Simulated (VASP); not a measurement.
# Cu (I4/mmm) in VASP: a series of runs, part 2 of 2

VASP 6.6.1.

### 3 Single point, PBE

This run uses another cell than the first one, of 11.46 Å³/atom, 0.954 times its volume.

Input file INCAR:

```
PREC = Accurate ; ENCUT = 520
EDIFF = 1E-6 ; ISMEAR = 0
SIGMA = 0.1 ; LREAL = False
LASPH = True ; NELM = 60
ALGO = Normal ; ISIF = 2
LWAVE = False ; LCHARG = True
GGA = PE ; LELF = True
LVHAR = True ; NBANDS = 12
```

Input file KPOINTS:

```
regular mesh
0
Gamma
  8 8 8
```

Input file POSCAR:

```
Cu
1.0
   -1.4427933200      1.4427933200      1.3760814500
    1.4427933200     -1.4427933200      1.3760814500
    1.4427933200      1.4427933200     -1.3760814500
Cu
1
Direct
    0.0000000000      0.0000000000      0.0000000000
```

Potentials or basis: VASP PAW PBE potentials, release 64 (Cu).

Run with:

```bash
$ cat potpaw_PBE.64/Cu/POTCAR > POTCAR
$ mpirun -np 1 vasp_std > vasp.out
```

Run time: 4.7 s. Hardware: 1 thread of Intel Xeon 6975P-C (Granite Rapids), shared host; peak memory 0.11 GiB.

The run converged. Its results:

```
Free energy            : -3.6422 eV
Pressure               : 8.1 GPa
Band gap on the k mesh : none (metal or under the smearing width)
```

Stress tensor (GPa, compression positive):
```
7.94 0.00 0.00
0.00 7.94 0.00
0.00 0.00 8.40
```

Levels at points of the mesh, in eV from the Fermi level:
```
           k point  band 2  band 3  band 4  band 5  band 6  band 7  band 8  band 9  band 10  band 11
(0.00, 0.00, 0.00)   -3.42   -3.22   -3.22   -2.35   -2.15   24.78   24.78   26.03    28.85    28.85
(0.50, 0.00, 0.00)   -4.12   -2.27   -2.04   -1.47   -0.62    4.61   17.27   17.40    21.28    24.35
(0.50, 0.50, 0.00)   -3.87   -2.43   -2.19   -1.50   -0.99    4.08   18.51   18.83    22.44    25.45
(0.50, 0.50, 0.50)   -4.87   -1.67   -1.67   -1.62    7.65    7.65    9.50   13.26    13.90    16.70
```

Caveat: the k mesh is coarse (spacing up to 0.39 Å⁻¹), so the values aren't converged.

### 4 Single point, PBE

Input file INCAR:

```
  PREC = Accurate
  ENCUT = 520
  EDIFF = 1E-6
  ISMEAR = 0
  SIGMA = 0.1
  LREAL = False
  LASPH = True
  NELM = 100
  ALGO = Normal
  ISIF = 2
  LWAVE = False
  LCHARG = False
  GGA = PE
  NBANDS = 12
```

Input file KPOINTS:

```
Automatic mesh
0
Gamma
  20 20 20
```

Input file POSCAR:

```
Cu
1.0
   -1.4755309218      1.4755309218      1.3795553980
    1.4755309218     -1.4755309218      1.3795553980
    1.4755309218      1.4755309218     -1.3795553980
Cu
1
Direct
    0.0000000000      0.0000000000      0.0000000000
```

Run with:

```bash
$ cat potpaw_PBE.64/Cu/POTCAR > POTCAR
$ mpirun -np 1 vasp_std > vasp.out
```

Run time: 47 s. Hardware: 1 thread of Intel Xeon Platinum 8488C (Sapphire Rapids), shared host; peak memory 0.2 GiB.

Results (log left out):

```
Free energy            : -3.6917 eV
Pressure               : 0.5 GPa
Band gap on the k mesh : none (metal or under the smearing width)
```

Levels at points of the mesh, in eV from the Fermi level:
```csv
k point,band 2,band 3,band 4,band 5,band 6,band 7,band 8,band 9,band 10,band 11
"(0.00, 0.00, 0.00)",-3.21,-2.95,-2.95,-2.22,-1.95,24.11,24.11,25.98,27.91,27.91
"(0.50, 0.00, 0.00)",-3.84,-2.10,-1.84,-1.35,-0.35,4.52,16.75,16.82,20.66,23.48
"(0.50, 0.50, 0.00)",-3.52,-2.30,-2.03,-1.38,-0.86,3.79,18.58,18.71,22.29,25.03
"(0.50, 0.50, 0.50)",-4.50,-1.54,-1.54,-1.47,7.32,7.32,9.87,12.83,13.43,16.35
```

### 5 Relaxation of cell and atoms, PBE

This run uses another cell than the first one, of 11.46 Å³/atom, 0.954 times its volume.

Input file INCAR:

```
SYSTEM = Cu
ALGO = Normal
EDIFF = 1E-6
EDIFFG = -0.005
ENCUT = 600
GGA = PE
IBRION = 2
ISIF = 3
ISMEAR = 0
LASPH = .True.
LCHARG = .False.
LREAL = .False.
LWAVE = .False.
NELM = 100
NSW = 100
PREC = Accurate
SIGMA = 0.1
```

Input file KPOINTS:

```
k-points
0
Gamma
  20 20 20
  0 0 0
```

Input file POSCAR:

```
Cu
1.0
   -1.4427933200      1.4427933200      1.3760814500
    1.4427933200     -1.4427933200      1.3760814500
    1.4427933200      1.4427933200     -1.3760814500
Cu
1
Direct
    0.0000000000      0.0000000000      0.0000000000
```

Run with:

```bash
$ cat potpaw_PBE.64/Cu/POTCAR > POTCAR
$ mpirun -np 1 vasp_std > vasp.out
```

Wall time 3.8 min (1 thread of Intel Xeon Platinum 8488C (Sapphire Rapids), shared host); peak memory 0.22 GiB.

The run converged. Its results:

```
Free energy                            : -3.6918 eV
Relaxed volume                         : 12.07 Å³/atom
Relaxed cell                           : a = 2.505 Å, b = 2.505 Å, c = 2.505 Å, α = 107.66°, β = 107.66°, γ = 113.15°
Space group after relaxing (to 0.05 Å) : I4/mmm (No. 139)
Energy gained by relaxing              : 14.4 meV/atom
Ionic steps                            : 12
Pressure after relaxing                : 0.0 GPa
Band gap on the k mesh                 : none (metal or under the smearing width)
```

Step by step:
| step | energy change (eV) | largest force (eV/Å) | pressure (GPa) | volume (Å³) |
| --- | --- | --- | --- | --- |
| 1 | 0.0000 | 0.0000 | 7.91 | 11.46 |
| 2 | -0.0099 | 0.0000 | -3.71 | 12.42 |
| 3 | -0.0141 | 0.0000 | 0.00 | 12.06 |
| 4 | -0.0141 | 0.0000 | -0.11 | 12.07 |
| 5 | -0.0142 | 0.0000 | -0.14 | 12.07 |
| 6 | -0.0143 | 0.0000 | -0.16 | 12.08 |
| 7 | -0.0144 | 0.0000 | -0.17 | 12.08 |
| 8 | -0.0144 | 0.0000 | -0.12 | 12.08 |
| 9 | -0.0144 | 0.0000 | -0.10 | 12.08 |
| 10 | -0.0144 | 0.0000 | -0.11 | 12.08 |
| 11 | -0.0144 | 0.0000 | 0.30 | 12.04 |
| 12 | -0.0144 | 0.0000 | 0.05 | 12.07 |

Final structure:
```
Cu
1.0
    -1.47850    1.47850    1.38008
     1.47850   -1.47850    1.38008
     1.47850    1.47850   -1.38008
Cu
1
Direct
  0.00000 0.00000 0.00000
```

Levels at points of the mesh, in eV from the Fermi level:
| k point | band 3 | band 4 | band 5 | band 6 | band 7 | band 8 | band 9 |
| --- | --- | --- | --- | --- | --- | --- | --- |
| (0.00, 0.00, 0.00) | -2.93 | -2.93 | -2.22 | -1.94 | 24.04 | 24.04 | 25.96 |
| (0.50, 0.00, 0.00) | -2.09 | -1.83 | -1.35 | -0.34 | 4.51 | 16.68 | 16.77 |
| (0.50, 0.50, 0.00) | -2.29 | -2.03 | -1.38 | -0.85 | 3.76 | 18.57 | 18.68 |
| (0.50, 0.50, 0.50) | -1.54 | -1.54 | -1.47 | 7.28 | 7.28 | 9.89 | 12.78 |

### 6 Single point, PBE (the same crystal in its conventional cell)

Input file INCAR:

```
SYSTEM = Cu
ALGO = Fast ; EDIFF = 1E-7
ENCUT = 520 ; GGA = PE
ISIF = 2 ; ISMEAR = 0
LASPH = .True. ; LCHARG = .False.
LREAL = .False. ; LWAVE = .False.
NBANDS = 18 ; NELM = 100
PREC = Accurate ; SIGMA = 0.1
```

Input file KPOINTS:

```
k-points
0
Gamma
  14 14 16
  0 0 0
```

Input file POSCAR:

```
Cu
1.0
    2.9510618436      0.0000000000      0.0000000000
    0.0000000000      2.9510618436      0.0000000000
    0.0000000000      0.0000000000      2.7591107961
Cu
2
Direct
    0.0000000000      0.0000000000      0.0000000000
    0.5000000000      0.5000000000      0.5000000000
```

Potentials or basis: VASP PAW PBE potentials, release 64 (Cu).

Run with:

```bash
$ cat potpaw_PBE.64/Cu/POTCAR > POTCAR
$ mpirun -np 1 vasp_std > vasp.out
```

OUTCAR:

```text
SYSTEM = Cu
   EDIFF = 1E-7
   ENCUT = 520
   GGA = PE
   ISIF = 2
   ISMEAR = 0
   LASPH = .True.
   LREAL = .False.
   NELM = 100
   PREC = Accurate

 ion  position               nearest neighbor table
   1  0.000  0.000  0.000-   2 2.50   2 2.50   2 2.50   2 2.50   2 2.50   2 2.50   2 2.50   2 2.50

   2  0.500  0.500  0.500-   1 2.50   1 2.50   1 2.50   1 2.50   1 2.50   1 2.50   1 2.50   1 2.50

  LATTYP: Found a simple tetragonal cell.
 ALAT       =     2.9510618436
 C/A-ratio  =     0.9349552610

  Lattice vectors:

 A1 = (   2.9510618436,   0.0000000000,   0.0000000000)
[... 697 lines left out ...]
      6       4.5422      2.00000
[... 10 lines left out ...]
     17      27.0080      0.00000
     18      27.2900      0.00000

 [... further k-points ...]
[... 5 lines left out ...]
  --------------------------------------------------------------------------------------
  -------------------------------------------------------------------------------------
  Total        0.0561990      0.0561990      0.1012346      0.0000000      0.0000000      0.0000000
  in kB        3.7472573      3.7472573      6.7501548      0.0000000      0.0000000      0.0000000
  external PRESSURE =       4.7482231 kB  Pullay stress =       0.0000000 kB

 VOLUME and BASIS-vectors are now :
 -----------------------------------------------------------------------------
  energy-cutoff  :      520.00
  volume of cell :       24.03
      direct lattice vectors                 reciprocal lattice vectors
     2.951061844  0.000000000  0.000000000     0.338861079  0.000000000  0.000000000
     0.000000000  2.951061844  0.000000000     0.000000000  0.338861079  0.000000000
     0.000000000  0.000000000  2.759110796     0.000000000  0.000000000  0.362435608

 POSITION                                       TOTAL-FORCE (eV/Angst)
 -----------------------------------------------------------------------------------
      0.00000      0.00000      0.00000         0.000000     -0.000000      0.000000
      1.47553      1.47553      1.37956        -0.000000      0.000000     -0.000000
 -----------------------------------------------------------------------------------
    total drift:                                0.000000      0.000000     -0.000000

  FREE ENERGIE OF THE ION-ELECTRON SYSTEM (eV)
  ---------------------------------------------------
  free  energy   TOTEN  =        -7.3877877693 eV

  energy  without entropy=       -7.3844289096  energy(sigma->0) =       -7.38610834
```

OSZICAR:

```text
N       E                     dE             d eps       ncg     rms          rms(c)
DAV:   1     0.124450021071E+03    0.12445E+03   -0.10692E+04 12784   0.218E+03
DAV:   2    -0.263391415765E+01   -0.12708E+03   -0.12045E+03 11706   0.290E+02
DAV:   3    -0.909136289908E+01   -0.64574E+01   -0.62366E+01 12812   0.882E+01
DAV:   4    -0.916499266528E+01   -0.73630E-01   -0.73575E-01 13578   0.101E+01
DAV:   5    -0.916599661267E+01   -0.10039E-02   -0.10039E-02 13864   0.101E+00    0.107E+01
RMM:   6    -0.807298431672E+01    0.10930E+01   -0.10873E+01 13609   0.581E+01    0.619E+00
RMM:   7    -0.740989366194E+01    0.66309E+00   -0.20203E+00 13427   0.260E+01    0.142E+00
RMM:   8    -0.739031836863E+01    0.19575E-01   -0.59528E-02 13811   0.225E+00    0.423E-01
RMM:   9    -0.738743826830E+01    0.28801E-02   -0.16248E-02 14047   0.238E+00    0.435E-02
RMM:  10    -0.738776715634E+01   -0.32889E-03   -0.28500E-03 14918   0.502E-01    0.169E-02
RMM:  11    -0.738779588491E+01   -0.28729E-04   -0.31204E-04 14338   0.286E-01    0.387E-02
RMM:  12    -0.738778504445E+01    0.10840E-04   -0.11509E-04 14864   0.155E-01    0.974E-03
RMM:  13    -0.738778827631E+01   -0.32319E-05   -0.32441E-05 15272   0.514E-02    0.646E-03
RMM:  14    -0.738778874695E+01   -0.47064E-06   -0.40602E-06 14103   0.184E-02    0.677E-03
RMM:  15    -0.738778814369E+01    0.60326E-06   -0.22846E-06 13771   0.246E-02    0.145E-03
RMM:  16    -0.738778780301E+01    0.34068E-06   -0.22907E-07  8441   0.460E-03    0.541E-04
RMM:  17    -0.738778776929E+01    0.33725E-07   -0.40234E-08  7109   0.256E-03
   1 F= -.73877878E+01 E0= -.73861083E+01  d E =-.335886E-02
```

Wall time 86 s (1 thread of Intel Xeon Platinum 8488C (Sapphire Rapids), shared host); peak memory 0.22 GiB.

What came out:

```yaml
Free_energy: -7.3878 eV
Pressure: 0.5 GPa
Band_gap_on_the_k_mesh: none (metal or under the smearing width)
```

### 7 Overview

| task | cell | k mesh | cutoff (eV) | smearing | mesh quality | gap on the mesh (eV) | pressure (GPa) |
| --- | --- | --- | --- | --- | --- | --- | --- |
| single point | I4/mmm, 12.01 Å³/atom | 30 × 30 × 30 | 520 | gaussian 0.15 eV | not flagged | none | 0.6 |
| single point | I4/mmm, 11.46 Å³/atom | 8 × 8 × 8 | 520 | gaussian 0.1 eV | coarse | none | 8.1 |
| single point | I4/mmm, 12.01 Å³/atom | 20 × 20 × 20 | 520 | gaussian 0.1 eV | not flagged | none | 0.5 |
| relaxation of cell and atoms | relaxed | 20 × 20 × 20 | 600 | gaussian 0.1 eV | not flagged | none | 0.0 |
| single point | the same crystal in its conventional cell | 14 × 14 × 16 | 520 | gaussian 0.1 eV | not flagged | none | 0.5 |

Alike in all rows: level PBE; potentials or basis VASP PAW PBE potentials, release 64 (Cu); no spin polarisation.

Caveats: some runs use coarse meshes.

Absolute energies hang on the potentials; compare differences alone.
